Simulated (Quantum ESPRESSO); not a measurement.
# HfC (P6_3/mmc) in Quantum ESPRESSO: reference runs, part 2 of 2

Quantum ESPRESSO 7.5. The steps go on from the part before.

## (10) Equation of state, PBEsol

Potentials or basis: GBRV 1.5 PBEsol.

No new run: the results of the series are fitted here.

Results:

```yaml
Equilibrium_volume: 12.22 Å³/atom
Bulk_modulus_at_fixed_shape_and_positions: 251 GPa
Pressure_derivative_of_the_bulk_modulus: 4.2
```

Energy against volume, from the lowest point:
```csv
volume (Å³/atom),energy (meV/atom)
11.832,9.59
12.084,0.50
12.336,0.00
12.587,7.29
12.839,21.54
13.091,42.06
13.343,68.24
```

Caveat: the cell was scaled at fixed shape and fractional positions, which overstates the stiffness of a crystal with free parameters, most of all of layers and chains. Spin-orbit coupling is left out, which matters for the levels of Hf.

## (11) Single point, PBEsol (atoms moved at random, drawn with an rms of 0.05 Å)

The input, pw.in:

```
&CONTROL
  calculation = 'scf'
  prefix = 'pwscf'
  outdir = './tmp'
  pseudo_dir = './pseudo'
  tprnfor = .true.
  tstress = .true.
  disk_io = 'nowf'
/
&SYSTEM
  ibrav = 0
  nat = 4
  ntyp = 2
  ecutwfc = 45
  ecutrho = 360
  nbnd = 24
  occupations = 'smearing'
  smearing = 'fd'
  degauss = 0.00367493
/
&ELECTRONS
  conv_thr = 8d-10
  electron_maxstep = 120
  mixing_beta = 0.5
/
ATOMIC_SPECIES
Hf   178.4900 hf_pbesol_v1.uspp.F.UPF
C     12.0110 c_pbesol_v1.2.uspp.F.UPF
CELL_PARAMETERS angstrom
   3.3428660531    0.0000000000    0.0000000000
  -1.6714330265    2.8950069234    0.0000000000
   0.0000000000    0.0000000000    5.2027140000
ATOMIC_POSITIONS crystal
Hf     0.3387840000    0.6665510000    0.2562210000
Hf     0.6766480000    0.3424410000    0.7491100000
C      0.0096910000    0.0067720000    0.4996400000
C      0.0012890000   -0.0052170000    0.0030640000
K_POINTS automatic
9 9 5 0 0 0
```

Potentials or basis: GBRV 1.5 PBEsol.

Launch:

```sh
OMP_NUM_THREADS=1 mpirun -n 2 pw.x -nk 2 -in pw.in > pw.out
```

pw.out:

```text
This program is part of the open-source Quantum ESPRESSO suite
     for quantum simulation of materials; please cite
         "P. Giannozzi et al., J. Phys.:Condens. Matter 21 395502 (2009);
         "P. Giannozzi et al., J. Phys.:Condens. Matter 29 465901 (2017);
         "P. Giannozzi et al., J. Chem. Phys. 152 154105 (2020);
     in publications or presentations arising from this work. More details at

     K-points division:     npool     =       2
     Subspace diagonalization in iterative solution of the eigenvalue problem:
     a serial algorithm will be used

     G-vector sticks info
     --------------------
     sticks:   dense  smooth     PW     G-vecs:    dense   smooth      PW
     Sum         979     499    151                39185    13871    2333

     Using Slab Decomposition

     bravais-lattice index     =            0
     lattice parameter (alat)  =       6.3171  a.u.
     unit-cell volume          =     339.7779 (a.u.)^3
     number of atoms/cell      =            4
     number of atomic types    =            2
     number of electrons       =        32.00
     number of Kohn-Sham states=           24
     kinetic-energy cutoff     =      45.0000  Ry
     charge density cutoff     =     360.0000  Ry
     scf convergence threshold =      8.0E-10
     mixing beta               =       0.5000
     number of iterations used =            8  plain     mixing
     Exchange-correlation= SLA  PW   PSX  PSC
                           (   1   4  10   8   0   0   0)

     celldm(1)=   6.317101  celldm(2)=   0.000000  celldm(3)=   0.000000
     celldm(4)=   0.000000  celldm(5)=   0.000000  celldm(6)=   0.000000

[... 53 lines left out ...]

     Number of k-points >= 100: set verbosity='high' to print them.

     Dense  grid:    39185 G-vectors     FFT dimensions: (  40,  40,  60)

     Smooth grid:    13871 G-vectors     FFT dimensions: (  27,  27,  45)

     Initial potential from superposition of free atoms

     starting charge      27.9999, renormalised to      32.0000

     negative rho (up, down):  2.453E-01 0.000E+00
     Starting wfcs are   34 randomized atomic wfcs

     Self-consistent Calculation

     iteration #  1     ecut=    45.00 Ry     beta= 0.50
     Davidson diagonalization with overlap
     ethr =  1.00E-02,  avg # of iterations =  2.1

     negative rho (up, down):  2.243E-01 0.000E+00
[... 94 lines left out ...]
     iteration # 12     ecut=    45.00 Ry     beta= 0.50
     Davidson diagonalization with overlap
     ethr =  3.06E-11,  avg # of iterations =  2.0

     negative rho (up, down):  2.276E-01 0.000E+00

     End of self-consistent calculation

     Number of k-points >= 100: set verbosity='high' to print the bands.

     the Fermi energy is    15.7959 ev

!    total energy              =    -340.25726116 Ry
     estimated scf accuracy    <          8.0E-11 Ry
     smearing contrib. (-TS)   =      -0.00032669 Ry
     internal energy E=F+TS    =    -340.25693447 Ry

     The total energy is F=E-TS. E is the sum of the following terms:
     one-electron contribution =     -17.77399147 Ry
     hartree contribution      =      25.82663217 Ry
     xc contribution           =    -157.88264317 Ry
     ewald contribution        =    -190.42693200 Ry

     convergence has been achieved in  12 iterations

     negative rho (up, down):  2.276E-01 0.000E+00

     Forces acting on atoms (cartesian axes, Ry/au):

     atom    1 type  1   force =    -0.00078113    0.00171228   -0.02415616
     atom    2 type  1   force =    -0.00051669   -0.01390028    0.02102751
     atom    3 type  2   force =    -0.00071930   -0.00009600    0.00674006
     atom    4 type  2   force =     0.00201711    0.01228401   -0.00361141

     Total force =     0.037903     Total SCF correction =     0.000016

     Computing stress (Cartesian axis) and pressure

     negative rho (up, down):  2.276E-01 0.000E+00
          total   stress  (Ry/bohr**3)                   (kbar)     P=      -70.78
  -0.00055218  -0.00000011  -0.00000093          -81.23       -0.02       -0.14
  -0.00000011  -0.00055560  -0.00000692           -0.02      -81.73       -1.02
  -0.00000093  -0.00000692  -0.00033577           -0.14       -1.02      -49.39

=------------------------------------------------------------------------------=
   JOB DONE.
=------------------------------------------------------------------------------=
```

It took 87 s on 2 MPI ranks of Arm Neoverse V2, shared host; peak memory 0.5 GiB.

Results:

```yaml
Free_energy: -4629.4359 eV
Pressure: -7.1 GPa
Largest_force: 0.648 eV/Å
Band_gap_on_the_k_mesh: none (metal or under the smearing width)
```

Forces on the atoms (eV/Å):
```
Hf  -0.020  0.044 -0.621
Hf  -0.013 -0.357  0.541
C   -0.018 -0.002  0.173
C    0.052  0.316 -0.093
```

The run has no spin-orbit coupling, so splittings on Hf are missing.

## (12) The runs side by side

| task | cell | gap on the mesh (eV) | pressure (GPa) |
| --- | --- | --- | --- |
| single point | as given | none | -7.2 |
| equation of state | as given | - | - |
| single point | atoms moved at random, drawn with an rms of 0.05 Å | none | -7.1 |

Alike in all rows: level PBEsol; potentials or basis GBRV 1.5 PBEsol; no spin polarisation; k mesh 9 × 9 × 5; cutoff (eV) 612; smearing fermi-dirac 0.05 eV.

Caveats: the cell was scaled at fixed shape and fractional positions, which overstates the stiffness of a crystal with free parameters, most of all of layers and chains (some runs).

Absolute energies hang on the potentials; compare differences alone.
